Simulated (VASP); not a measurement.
# W (Fmmm) in VASP: notebook, part 2 of 2

VASP 6.6.1. Earlier steps stand in the parts before.

### Step 3. Single point, PBE

This run uses another cell than the first one: it holds 4 atoms, not 2.

File INCAR:

```
PREC = Accurate
ENCUT = 520
EDIFF = 1E-7
ISMEAR = 0
SIGMA = 0.1
LREAL = F
LASPH = T
NELM = 100
ALGO = Normal
ISIF = 2
LWAVE = F
LCHARG = T
GGA = PE
LELF = T
LVHAR = T
NBANDS = 36
```

File KPOINTS:

```
regular mesh
0
Gamma
  6 6 4
```

File POSCAR:

```
W
1.0
    1.5833182685     -5.0226108215      0.0000000000
    1.5833182685      5.0226108215      0.0000000000
    0.0000000000      0.0000000000      4.1902924568
W
4
Direct
    0.0980000000      0.9020000000      0.9100000000
    0.5980000000      0.4020000000      0.5900000000
    0.9020000000      0.0980000000      0.0900000000
    0.4020000000      0.5980000000      0.4100000000
```

Potentials or basis: VASP PAW PBE potentials, release 64 (W_sv).

Started as:

```bash
$ cat potpaw_PBE.64/W_sv/POTCAR > POTCAR
$ mpirun -np 1 vasp_std > vasp.out
```

OUTCAR:

```text
PREC = Accurate
   ENCUT = 520
   EDIFF = 1E-7
   ISMEAR = 0
   LREAL = F
   LASPH = T
   NELM = 100
   ISIF = 2
   GGA = PE

 ion  position               nearest neighbor table
   1  0.098  0.902  0.910-   2 2.07   2 2.07   3 2.11   2 3.26   2 3.26   4 3.28   4 3.28   4 3.28
                             4 3.28
   2  0.598  0.402  0.590-   1 2.07   1 2.07   4 2.11   1 3.26   1 3.26   3 3.28   3 3.28   3 3.28
                             3 3.28
   3  0.902  0.098  0.090-   4 2.07   4 2.07   1 2.11   4 3.26   4 3.26   2 3.28   2 3.28   2 3.28
                             2 3.28
   4  0.402  0.598  0.410-   3 2.07   3 2.07   2 2.11   3 3.26   3 3.26   1 3.28   1 3.28   1 3.28
                             1 3.28

  LATTYP: Found a base centered orthorhombic cell.
 ALAT       =     3.1666365370
 B/A-ratio  =     3.1722054381
 C/A-ratio  =     1.3232628399

  Lattice vectors:

 A1 = (   1.5833182685,  -5.0226108215,   0.0000000000)
 A2 = (   1.5833182685,   5.0226108215,   0.0000000000)
 A3 = (   0.0000000000,   0.0000000000,   4.1902924568)

Analysis of symmetry for initial positions (statically):
=====================================================================
 Subroutine PRICEL returns:
 Original cell was already a primitive cell.

 Routine SETGRP: Setting up the symmetry group for a
 base centered orthorhombic supercell.

 Subroutine GETGRP returns: Found  8 space group operations
 (whereof  4 operations were pure point group operations)
 out of a pool of  8 trial point group operations.

The static configuration has the point symmetry C_2h.
 The point group associated with its full space group is D_2h.

Analysis of symmetry for dynamics (positions and initial velocities):
=====================================================================
 Subroutine PRICEL returns:
 Original cell was already a primitive cell.

 Routine SETGRP: Setting up the symmetry group for a
 base centered orthorhombic supercell.

 Subroutine GETGRP returns: Found  8 space group operations
 (whereof  4 operations were pure point group operations)
 out of a pool of  8 trial point group operations.

The dynamic configuration has the point symmetry C_2h.
 The point group associated with its full space group is D_2h.

 Subroutine INISYM returns: Found  8 space group operations
 (whereof  4 operations are pure point group operations),
 and found     1 'primitive' translations

----------------------------------------------------------------------------------------

                                     Primitive cell

  volume of cell :      66.6457

  direct lattice vectors                    reciprocal lattice vectors
     1.583318269 -5.022610821  0.000000000     0.315792478 -0.099549819  0.000000000
     1.583318269  5.022610821  0.000000000     0.315792478  0.099549819  0.000000000
     0.000000000  0.000000000  4.190292457     0.000000000  0.000000000  0.238646827

  length of vectors
     5.266262071  5.266262071  4.190292457     0.331111848  0.331111848  0.238646827

  position of ions in fractional coordinates (direct lattice)
     0.098000000  0.902000000  0.910000000
     0.598000000  0.402000000  0.590000000
     0.902000000  0.098000000  0.090000000
[... 32 lines left out ...]

 Found     39 irreducible k-points:

 Following reciprocal coordinates:
            Coordinates               Weight
  0.000000  0.000000  0.000000      1.000000
  0.166667  0.000000  0.000000      4.000000
  0.333333  0.000000  0.000000      4.000000
  0.500000  0.000000  0.000000      2.000000
  0.166667  0.166667  0.000000      2.000000
  0.333333  0.166667  0.000000      4.000000
[... 16 lines left out ...]
  0.333333  0.333333  0.250000      4.000000
  0.500000  0.333333  0.250000      8.000000
 [... further k-points ...]
   k-points           NKPTS =     39   k-points in BZ     NKDIM =     39   number of bands    NBANDS=     36
   number of dos      NEDOS =    301   number of ions     NIONS =      4
   total plane-waves  NPLWV =  51200
   dimension x,y,z NGX =    40 NGY =   40 NGZ =   32
   dimension x,y,z NGXF=    80 NGYF=   80 NGZF=   64
   ions per type =               4
   NGX,Y,Z   is equivalent  to a cutoff of  12.63, 12.63, 12.70 a.u.
   NGXF,Y,Z  is equivalent  to a cutoff of  25.25, 25.25, 25.39 a.u.
 SYSTEM =  unknown system
   PREC   = accura    normal or accurate (medium, high low for compatibility)
   ISTART =      0    job   : 0-new  1-cont  2-samecut
   ICHARG =      2    charge: 1-file 2-atom 10-const
   ISPIN  =      1    spin polarized calculation?
   LNONCOLLINEAR =      F non collinear calculations
   LSORBIT =      F    spin-orbit coupling
   LASPH  =      T    aspherical Exc in radial PAW
   ENCUT  =  520.0 eV  38.22 Ry    6.18 a.u.   9.79  9.79  7.79*2*pi/ulx,y,z
   NELM   =    100;   NELMIN=  2; NELMDL= -5     # of ELM steps
   EDIFF  = 0.1E-06   stopping-criterion for ELM
   LREAL  =      F    real-space projection
   EDIFFG = 0.1E-05   stopping-criterion for IOM
   NSW    =      0    number of steps for IOM
   IBRION =     -1    ionic relax: 0-MD 1-quasi-New 2-CG
   NFREE  =      0    steps in history (QN), initial steepest desc. (CG)
   ISIF   =      2    stress and relaxation
   ISYM   =      2    0-nonsym 1-usesym 2-fastsym
   POTIM  = 0.5000    time-step for ionic-motion
   TEBEG  =    0.0;   TEEND  =   0.0 temperature during run
   PSTRESS=    0.0 pullay stress
   NELECT =      56.0000    total number of electrons
   NUPDOWN=      -1.0000    fix difference up-down
   EMIN   =  10.00;   EMAX   =-10.00  energy-range for DOS
   EFERMI =   0.00;   METHOD = LEGACY
   ISMEAR =     0;   SIGMA  =   0.10  broadening in eV -4-tet -1-fermi 0-gaus
   EFERMI_NEDOS =   21; number of points for ismear=-14 and -15
   IALGO  =     38    algorithm
   IMIX   =      4    mixing-type and parameters
     AMIX     =   0.40;   BMIX     =  1.00
     AMIX_MAG =   1.60;   BMIX_MAG =  1.00
  volume/ion in A,a.u.               =      16.66       112.44
  Fermi-wavevector in a.u.,A,eV,Ry     =   1.544828  2.919302 32.470218  2.386494
  Thomas-Fermi vector in A             =   2.650293
   LORBIT       =      0    0 simple, 1 ext, 2 COOP (PROOUT), +10 PAW based schemes
   GGA     = PE    functional components
   LHFCALC =     F    Hartree Fock is set to
   AEXX    =    0.0000 exact exchange contribution
   IVDW    =     0    specifies the selected vdW correction
   LEPSILON=     F    determine dielectric tensor
   LRPA    =     F    only Hartree local field effects (RPA)
 non-spin polarized calculation
 Gauss-broadening in eV      SIGMA  =   0.10
  energy-cutoff  :      520.00
  volume of cell :       66.65
 maximum number of plane-waves:      1822
   NGX = 19   NGY = 19   NGZ = 15

 number of electron      56.0000004 magnetization

 Free energy of the ion-electron system (eV)
  ---------------------------------------------------
  ext. energy  EPLUGINS =         0.00000000
  ---------------------------------------------------
  free energy    TOTEN  =       -29.85819176 eV

  energy without entropy =      -29.83920759  energy(sigma->0) =      -29.84869967

 E-fermi :  10.1937     XC(G=0): -12.8043

 val. band max:       10.1676557162   @ k =   0.0000   0.0000   0.0000
 cond. band min:      10.1999059999   @ k =   0.3333   0.3333   0.0000
 fundamental gap:      0.0322502837
 Fermi energy:        10.1937199064

 k-point     1 :       0.0000    0.0000    0.0000
  band No.  band energies     occupation
      1     -63.8773      2.00000
      2     -63.3647      2.00000
      3     -62.6490      2.00000
      4     -62.0988      2.00000
      5     -30.0941      2.00000
      6     -29.9206      2.00000
[... 925 lines left out ...]
     35      15.4416      0.00000
     36      16.3504      0.00000

 [... further k-points ...]

------------------------ aborting loop because EDIFF is reached ----------------------------------------

  FORCE on cell =-STRESS in cart. coord.  units (eV):
  Direction    XX          YY          ZZ          XY          YZ          ZX
  --------------------------------------------------------------------------------------
  -------------------------------------------------------------------------------------
  Total       64.5204898     45.0995377     56.3672795      0.0000000      0.0000000      0.0000000
  in kB     1551.0869937   1084.2029657   1355.0819980      0.0000000      0.0000000      0.0000000
  external PRESSURE =    1330.1239858 kB  Pullay stress =       0.0000000 kB

 VOLUME and BASIS-vectors are now :
 -----------------------------------------------------------------------------
  energy-cutoff  :      520.00
  volume of cell :       66.65
      direct lattice vectors                 reciprocal lattice vectors
     1.583318269 -5.022610821  0.000000000     0.315792478 -0.099549819  0.000000000
     1.583318269  5.022610821  0.000000000     0.315792478  0.099549819  0.000000000
     0.000000000  0.000000000  4.190292457     0.000000000  0.000000000  0.238646827

 POSITION                                       TOTAL-FORCE (eV/Angst)
 -----------------------------------------------------------------------------------
      1.58332      4.03818      3.81317         0.000000    -13.033864     14.562522
      1.58332     -0.98443      2.47227         0.000000    -13.033864    -14.562522
      1.58332     -4.03818      0.37713         0.000000     13.033864    -14.562522
      1.58332      0.98443      1.71802         0.000000     13.033864     14.562522
 -----------------------------------------------------------------------------------
    total drift:                                0.000000      0.000000      0.000000

  FREE ENERGIE OF THE ION-ELECTRON SYSTEM (eV)
  ---------------------------------------------------
  free  energy   TOTEN  =       -29.8581917557 eV

  energy  without entropy=      -29.8392075852  energy(sigma->0) =      -29.84869967
```

stdout:

```text
POSCAR found type information on POSCAR W
 POSCAR found :  1 types and       4 ions
 scaLAPACK will be used
 LDA part: xc-table for (Slater+PW92), standard interpolation
 POSCAR, INCAR and KPOINTS ok, starting setup
 FFT: planning ... GRIDC
 FFT: planning ... GRID_SOFT
 FFT: planning ... GRID
 WAVECAR not read
 entering main loop
```

Wall time 1.8 min (1 thread of Intel Xeon Platinum 8259CL at 2.50GHz (Skylake/Cascade Lake), shared host); peak memory 0.24 GiB.

What came out:

```yaml
Free_energy: -29.8582 eV
Pressure: 133.0 GPa
Largest_force: 19.544 eV/Å
Band_gap_on_the_k_mesh: none (metal or under the smearing width)
```

Forces on the atoms (eV/Å):
```
W     0.000 -13.034  14.563
W     0.000 -13.034 -14.563
W     0.000  13.034 -14.563
W     0.000  13.034  14.563
```

Levels at points of the mesh, in eV from the Fermi level:
| k point | band 24 | band 25 | band 26 | band 27 | band 28 | band 29 | band 30 | band 31 | band 32 | band 33 |
| --- | --- | --- | --- | --- | --- | --- | --- | --- | --- | --- |
| (0.00, 0.00, 0.00) | -2.68 | -1.75 | -0.52 | -0.03 | 0.39 | 1.14 | 1.59 | 1.61 | 1.75 | 1.76 |
| (0.50, 0.00, 0.00) | -1.40 | -0.62 | -0.62 | -0.49 | -0.49 | 0.64 | 0.64 | 1.26 | 1.26 | 4.60 |
| (0.50, 0.50, 0.00) | -3.66 | -2.07 | -0.70 | -0.05 | 0.25 | 0.32 | 0.77 | 1.42 | 4.03 | 4.92 |
| (0.00, 0.00, 0.50) | -2.92 | -2.46 | -2.46 | -2.07 | -2.07 | -0.81 | -0.81 | 3.19 | 3.19 | 4.17 |
| (0.50, 0.00, 0.50) | -2.64 | -0.55 | -0.55 | -0.39 | -0.39 | 1.07 | 1.07 | 1.34 | 1.34 | 3.57 |
| (0.50, 0.50, 0.50) | -3.06 | -2.40 | -2.40 | -2.06 | -2.06 | -0.56 | -0.56 | 3.18 | 3.18 | 4.77 |

Caveat: the k mesh is coarse (spacing up to 0.37 Å⁻¹), so the values aren't converged; a pressure of tens of GPa on the cell as given is suspect, and the run, the potentials or the cell itself is likely at fault; forces of over 1 eV/Å show positions far from the minimum, so gaps and moduli don't describe the material at rest.

### Step 4. Single point, PBE

This run uses another cell than the first one: it holds 4 atoms, not 2.

File INCAR:

```
ALGO     = Normal         # electronic algorithm
EDIFF    = 1E-6           # SCF threshold, eV
ENCUT    = 520            # plane-wave cutoff, eV
GGA      = PE             # functional
ISIF     = 2              # what is computed and relaxed
ISMEAR   = 0              # smearing method
LASPH    = T              # aspherical terms in the spheres
LCHARG   = T              # write CHGCAR
LELF     = T              # ELF
LREAL    = F              # projectors in reciprocal space
LVHAR    = T            
LWAVE    = F              # write WAVECAR
NBANDS   = 36             # bands
NELM     = 60             # most SCF steps
PREC     = Accurate       # precision mode
SIGMA    = 0.1            # smearing width, eV
```

File KPOINTS:

```
k-points
0
Gamma
  6 6 4
```

File POSCAR:

```
W
1.0
    1.5472945886     -5.0012092357      0.0000000000
    1.5472945886      5.0012092357      0.0000000000
    0.0000000000      0.0000000000      4.4051416493
W
4
Direct
    0.1331572573      0.8668427427      0.9998754926
    0.6331572573      0.3668427427      0.5001245074
    0.8668427427      0.1331572573      0.0001245074
    0.3668427427      0.6331572573      0.4998754926
```

Started as:

```bash
$ cat potpaw_PBE.64/W_sv/POTCAR > POTCAR
$ mpirun -np 1 vasp_std > vasp.out
```

It took 1.9 min on 1 thread of Intel Xeon Platinum 8259CL at 2.50GHz (Skylake/Cascade Lake), shared host; peak memory 0.25 GiB.

Results (log left out):

```
Free energy            : -48.8544 eV
Pressure               : 0.3 GPa
Largest force          : 0.018 eV/Å
Band gap on the k mesh : none (metal or under the smearing width)
```

Forces on the atoms (eV/Å):
```
W    0.000 -0.014  0.012
W    0.000 -0.014 -0.012
W    0.000  0.014 -0.012
W    0.000  0.014  0.012
```

Stress tensor (GPa, compression positive):
```
0.19 0.00 0.00
0.00 0.18 0.00
0.00 0.00 0.47
```

Levels at points of the mesh, in eV from the Fermi level:
```csv
k point,band 26,band 27,band 28,band 29,band 30,band 31
"(0.00, 0.00, 0.00)",-0.70,-0.39,0.63,1.35,1.64,1.70
"(0.50, 0.00, 0.00)",-2.09,-0.54,-0.54,-0.17,-0.17,1.44
"(0.50, 0.50, 0.00)",-1.64,-0.80,-0.46,0.30,2.07,2.15
"(0.00, 0.00, 0.50)",-1.29,-0.24,-0.24,0.03,0.03,0.54
"(0.50, 0.00, 0.50)",-0.54,0.04,0.04,1.66,1.66,3.21
"(0.50, 0.50, 0.50)",-1.14,-0.49,-0.49,0.07,0.07,0.16
```

The run has no spin-orbit coupling, so splittings on W are missing.

### Step 5. Relaxation of cell and atoms, PBE

This run uses another cell than the first one: it holds 4 atoms, not 2.

File INCAR:

```
SYSTEM = W
  ALGO = Normal
  EDIFF = 1E-7
  EDIFFG = -0.04
  ENCUT = 600
  GGA = PE
  IBRION = 2
  ISIF = 3
  ISMEAR = 0
  LASPH = .TRUE.
  LCHARG = .FALSE.
  LREAL = .FALSE.
  LWAVE = .FALSE.
  NELM = 100
  NSW = 90
  PREC = Accurate
  SIGMA = 0.1
```

File KPOINTS:

```
k-points
0
G
  6 6 4
  0 0 0
```

File POSCAR:

```
W
1.0
    1.5833182685     -5.0226108215      0.0000000000
    1.5833182685      5.0226108215      0.0000000000
    0.0000000000      0.0000000000      4.1902924568
W
4
Direct
    0.0980000000      0.9020000000      0.9100000000
    0.5980000000      0.4020000000      0.5900000000
    0.9020000000      0.0980000000      0.0900000000
    0.4020000000      0.5980000000      0.4100000000
```

Started as:

```bash
$ cat potpaw_PBE.64/W_sv/POTCAR > POTCAR
$ mpirun -np 1 vasp_std > vasp.out
```

It took 39 min on 1 thread of Intel Xeon Platinum 8259CL at 2.50GHz (Skylake/Cascade Lake), shared host; peak memory 0.29 GiB.

The run converged. Its results:

- Free energy: -48.8547 eV
- Relaxed volume: 17.06 Å³/atom
- Relaxed cell: a = 5.235 Å, b = 5.235 Å, c = 4.411 Å, α = 90.00°, β = 90.00°, γ = 145.63°
- Space group after relaxing (to 0.05 Å): Fmmm (No. 69)
- Energy gained by relaxing: 4748.8 meV/atom
- Ionic steps: 18
- Pressure after relaxing: 0.1 GPa
- Largest force after relaxing: 0.030 eV/Å
- Band gap on the k mesh: none (metal or under the smearing width)

Forces in eV/Å, atoms in the order of the input:
```
W    0.000 -0.001  0.030
W    0.000 -0.001 -0.030
W    0.000  0.001 -0.030
W    0.000  0.001  0.030
```

Stress tensor (GPa, compression positive):
```
0.16 0.00 0.00
0.00 0.09 0.00
0.00 0.00 0.05
```

The path:
| step | energy change (eV) | largest force (eV/Å) | pressure (GPa) | volume (Å³) |
| --- | --- | --- | --- | --- |
| 1 | 0.0000 | 19.5435 | 133.07 | 66.65 |
| 2 | 13.2728 | 2.3891 | -11.22 | 307.52 |
| 3 | 10.2241 | 2.7242 | -15.09 | 251.94 |
| 4 | 6.8426 | 2.7775 | -20.67 | 208.68 |
| 5 | -6.5569 | 0.5144 | -40.12 | 124.56 |
| 6 | -14.8834 | 0.4426 | -36.47 | 92.63 |
| 7 | -16.9357 | 2.6485 | -13.08 | 78.93 |
| 8 | -16.9444 | 3.0621 | -9.25 | 77.68 |
| 9 | -16.9463 | 2.9758 | -10.04 | 77.93 |
| 10 | -18.5295 | 1.7995 | 1.95 | 68.98 |
| 11 | -18.5698 | 1.6124 | 7.01 | 67.38 |
| 12 | -18.7086 | 1.5121 | 5.82 | 67.59 |
| 13 | -18.9532 | 0.3530 | 3.35 | 67.53 |
| 14 | -18.9566 | 0.2371 | -6.14 | 69.97 |
| 15 | -18.9849 | 0.1238 | -1.80 | 68.77 |
| 16 | -18.9923 | 0.1037 | 0.84 | 68.03 |
| 17 | -18.9948 | 0.0767 | -0.05 | 68.27 |
| 18 | -18.9953 | 0.0296 | 0.10 | 68.23 |

Final structure:
```yaml
crystal:
  lattice:
    - [1.54668, -5.00123, 0.00000]
    - [1.54668, 5.00123, 0.00000]
    - [0.00000, 0.00000, 4.41060]
  atoms:
    - { symbol: W, position: [0.13322, 0.86678, 0.99969] }
    - { symbol: W, position: [0.63322, 0.36678, 0.50031] }
    - { symbol: W, position: [0.86678, 0.13322, 0.00031] }
    - { symbol: W, position: [0.36678, 0.63322, 0.49969] }
```

Levels at points of the mesh, in eV from the Fermi level:
```csv
k point,band 25,band 26,band 27,band 28,band 29,band 30,band 31,band 32
"(0.00, 0.00, 0.00)",-1.17,-0.69,-0.38,0.64,1.34,1.63,1.70,1.76
"(0.50, 0.00, 0.00)",-2.09,-2.09,-0.54,-0.54,-0.17,-0.17,1.44,1.44
"(0.50, 0.50, 0.00)",-2.20,-1.62,-0.79,-0.47,0.30,2.04,2.13,2.24
"(0.00, 0.00, 0.50)",-1.30,-1.30,-0.24,-0.24,0.03,0.03,0.55,0.55
"(0.50, 0.00, 0.50)",-0.54,-0.54,0.04,0.04,1.65,1.65,3.21,3.21
"(0.50, 0.50, 0.50)",-1.14,-1.14,-0.50,-0.50,0.08,0.08,0.16,0.16
```

Caveat: the k mesh is coarse (spacing up to 0.37 Å⁻¹), so the values aren't converged. The run has no spin-orbit coupling, so splittings on W are missing.

### Step 6. Single point, PBE

This run uses another cell than the first one: it holds 1 atom, not 2.

File INCAR:

```
SYSTEM = W
PREC = Accurate
ENCUT = 520
EDIFF = 1E-6
ISMEAR = 0
SIGMA = 0.1
LREAL = .False.
LASPH = .True.
NELM = 100
ALGO = Normal
ISIF = 2
LWAVE = .False.
LCHARG = .False.
GGA = PE
NBANDS = 13
```

File KPOINTS:

```
Automatic mesh
0
Gamma
  6 6 6
  0 0 0
```

File POSCAR:

```
W
1.0
    2.6289912849      0.0000000000      0.0000000000
    0.0000000000      2.6289912849      0.0000000000
    0.0000000000      0.0000000000      2.6289912849
W
1
Direct
    0.0000000000      0.0000000000      0.0000000000
```

Potentials or basis: VASP PAW PBE potentials, release 64 (W_sv).

Started as:

```bash
$ cat potpaw_PBE.64/W_sv/POTCAR > POTCAR
$ mpirun -np 1 vasp_std > vasp.out
```

Wall time 2.5 s (1 thread of Intel Xeon Platinum 8488C (Sapphire Rapids), shared host); peak memory 0.12 GiB.

The run converged. Its results:

| Property | Result |
| --- | --- |
| Free energy | -11.5915 eV |
| Pressure | 0.7 GPa |
| Band gap on the k mesh | none (metal or under the smearing width) |

Levels at points of the mesh, in eV from the Fermi level:
| k point | band 4 | band 5 | band 6 | band 7 | band 8 | band 9 | band 10 | band 11 |
| --- | --- | --- | --- | --- | --- | --- | --- | --- |
| (0.00, 0.00, 0.00) | -37.70 | -8.59 | -4.36 | -4.36 | 4.76 | 4.76 | 4.76 | 14.73 |
| (0.50, 0.00, 0.00) | -37.58 | -5.09 | -3.39 | -0.73 | 0.94 | 0.94 | 5.16 | 9.28 |
| (0.50, 0.50, 0.00) | -37.47 | -5.57 | -2.92 | 1.72 | 1.72 | 4.79 | 4.79 | 7.43 |
| (0.50, 0.50, 0.50) | -38.66 | -3.90 | -3.90 | -3.90 | 7.35 | 7.71 | 7.71 | 11.62 |

Caveat: the k mesh is coarse (spacing up to 0.40 Å⁻¹), so the values aren't converged.

### Step 7. The runs side by side

```csv
task,cell,k mesh,cutoff (eV),mesh quality,gap on the mesh (eV),pressure (GPa),largest force (eV/Å)
single point,"Fmmm, 17.0 Å³/atom",22 × 22 × 22,520,not flagged,none,0.6,-
single point,"Cmce, 16.66 Å³/atom",6 × 6 × 4,520,coarse,none,133.0,19.54
single point,"Cmce, 17.04 Å³/atom",6 × 6 × 4,520,not flagged,none,0.3,0.02
relaxation of cell and atoms,relaxed,6 × 6 × 4,600,coarse,none,0.1,0.03
single point,"Pm-3m, 18.17 Å³/atom",6 × 6 × 6,520,coarse,none,0.7,-
```

Alike in all rows: level PBE; potentials or basis VASP PAW PBE potentials, release 64 (W_sv); no spin polarisation; smearing gaussian 0.1 eV.

Caveats: some runs use coarse meshes; a pressure of tens of GPa on the cell as given is suspect, and the run, the potentials or the cell itself is likely at fault (some runs); forces of over 1 eV/Å show positions far from the minimum, so gaps and moduli don't describe the material at rest (some runs).

Total energies depend on the potentials used, so only differences within one code and one set of settings carry meaning.
